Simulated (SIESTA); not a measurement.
Runs of SIESTA 5.4.2 on Hg. The cell holds a slab with vacuum, 6 atoms: a = 3.606 Å, b = 3.606 Å, c = 29.049 Å, α = 90.00°, β = 90.00°, γ = 60.06°. The slab is cut from a database's or a generator's crystal, which needn't be the stable form of the element.

```csv
level,potentials or basis,gap on the mesh (eV),largest force (eV/Å)
RPBE,"PseudoDojo 0.4 standard (PBE files), DZP (energy shift 0.003 Ry; two zetas on semicore shells)",0.82,0.07
PBEsol,"PseudoDojo 0.4 standard (PBEsol files), DZP (energy shift 0.003 Ry; two zetas on semicore shells)",0.79,0.40
BLYP,"PseudoDojo 0.4 standard (PBE files), DZP (energy shift 0.003 Ry; two zetas on semicore shells)",0.98,0.10
AM05,"PseudoDojo 0.4 standard (PBEsol files), DZP (energy shift 0.003 Ry; two zetas on semicore shells)",(c),(b)
LDA,"PseudoDojo 0.4 standard (LDA files), DZP (energy shift 0.003 Ry; two zetas on semicore shells)",0.84,0.50
revPBE,"PseudoDojo 0.4 standard (PBE files), DZP (energy shift 0.003 Ry; two zetas on semicore shells)",0.82,0.10
WC,"PseudoDojo 0.4 standard (PBEsol files), DZP (energy shift 0.003 Ry; two zetas on semicore shells)",0.81,0.40
PW91,"PseudoDojo 0.4 standard (PBE files), DZP (energy shift 0.003 Ry; two zetas on semicore shells)",0.84,(a)
```

Alike in all rows: task single point; no spin polarisation; cell as given; k mesh 9 × 9 × 1; smearing fermi-dirac 0.05 eV; grid cutoff 800 Ry; energy shift 0.003 Ry.

Problem. Estimate the missing entries.

Solution. (a) 0.19; (b) 0.34; (c) 0.83.

Caveats: the valence orbitals were made in a potential fitted to the semicore shell under them, which widens gaps by tenths of an eV or more; spin-orbit coupling is left out, which moves the levels of the heavy elements; the basis of atomic orbitals isn't converged, which shifts pressures, moduli and gaps; the potentials were made for another functional, which shifts forces and pressure (some runs); the real-space grid breaks translation symmetry, so forces needn't sum to zero (some runs).

A k mesh can miss the band edges, and the runs leave out spin-orbit coupling on Hg.

Runs at the PBE level aren't shown here.
